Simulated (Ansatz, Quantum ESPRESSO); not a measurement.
**Fitting the PBEsol energy curve of Ni3Ge**

```
Ge Ni
1.0
     3.53033    0.00000    0.00000
     0.00000    3.53033    0.00000
     0.00000    0.00000    3.53033
Ge Ni
1 3
Direct
  0.00000 0.00000 0.00000
  0.50000 0.50000 0.00000
  0.00000 0.50000 0.50000
  0.50000 0.00000 0.50000
```

The cell comes from a database or a generator and needn't be the stable form of this composition.

The cell was scaled at fixed shape and fractions and run with Ansatz, Ansatz PAW, cutoff 420 eV; PBEsol, k mesh 8 × 8 × 8 on the cell of 4 atoms, fermi-dirac occupations of 0.05 eV, collinear spin, ferromagnetic start, no spin-orbit coupling. The potentials were made for PBE. Energies are those that the program minimises, any entropy of the smearing included. For a metal such a mesh isn't converged to the digits shown. The magnetic state is the one that the start led to, which needn't be the lowest.

| V (Å³/atom) | energy over the lowest row (meV/atom) |
| --- | --- |
| 10.3399 | 25.83 |
| 10.5599 | 10.06 |
| 10.7799 | 1.73 |
| 10.9999 | 0.00 |
| 11.2199 | ? |
| 11.4399 | 13.54 |
| 11.6599 | 27.56 |

Task: Fit the third-order Birch-Murnaghan form, give V0, B0 and B′, and predict the energy left open.

Result: With y = (V0/V)^(2/3), E = E0 + (9 V0 B0/16) [(y - 1)³ B′ + (y - 1)² (6 - 4y)]. Least squares through the rows shown give V0 = 10.9507 Å³/atom, E0 = -0.15 meV, B0 = 218.4 GPa (1 eV/Å³ = 160.218 GPa) and B′ = 4.85, with a largest miss of 0.01 meV. At V = 11.2199 the form with these constants gives 4.15 meV; the run gave 4.16 meV an atom. Other set-ups at this level, from all their volumes (Å³/atom, GPa): Quantum ESPRESSO, GBRV 1.5 PBEsol: V0 10.957, B0 218.1.
